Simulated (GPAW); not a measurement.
GaN:

```
Ga N
1.0
     3.18000    0.00000    0.00000
    -1.59000    2.75396    0.00000
     0.00000    0.00000    5.16600
Ga N
2 2
Direct
  0.66667 0.33333 0.50000
  0.33333 0.66667 0.00000
  0.66667 0.33333 0.87500
  0.33333 0.66667 0.37500
```

| Quantity | Value |
| --- | --- |
| Program | GPAW 26.7.0 |
| Task | relaxation of cell and atoms |
| Functional | LDA |
| Potentials or basis | the program's PAW data sets (release 1.2.1) made for this functional |
| Cutoff | 800 eV |
| Basis | pw |
| k mesh | 7 × 7 × 4 |
| Occupations | fermi-dirac, width 0.05 eV |
| Spin | no spin polarisation |

At the start: pressure 3.3 GPa; volume 11.31 Å³/atom.

**Question.** How do energy, volume and symmetry change on relaxing?

**Answer.** Over 6 steps the energy falls by 2.9 meV/atom and the volume is 11.48 Å³/atom (+1.5 %); space group P6_3mc (No. 186, to 0.05 Å).

The path:
```csv
step,energy change (eV),largest force (eV/Å),pressure (GPa),volume (Å³)
1,0.0000,0.1692,3.31,45.24
2,-0.0040,0.0836,2.72,45.36
3,-0.0096,0.0611,1.14,45.68
4,-0.0105,0.0611,0.60,45.79
5,-0.0115,0.0253,0.01,45.91
6,-0.0116,0.0054,-0.03,45.92
```

Final structure:
```
CELL_PARAMETERS angstrom
3.19437 0.00000 0.00000
-1.59718 2.76640 0.00000
0.00000 0.00000 5.19644
ATOMIC_POSITIONS crystal
Ga 0.66667 0.33333 0.49903
Ga 0.33333 0.66667 0.99903
N 0.66667 0.33333 0.87597
N 0.33333 0.66667 0.37597
```

Caveat: the data sets keep Ga 3d, Li 1s and Be 1s frozen, and some such compounds lay over 1.5 % in volume off other programs; later steps reuse the first step's grids.
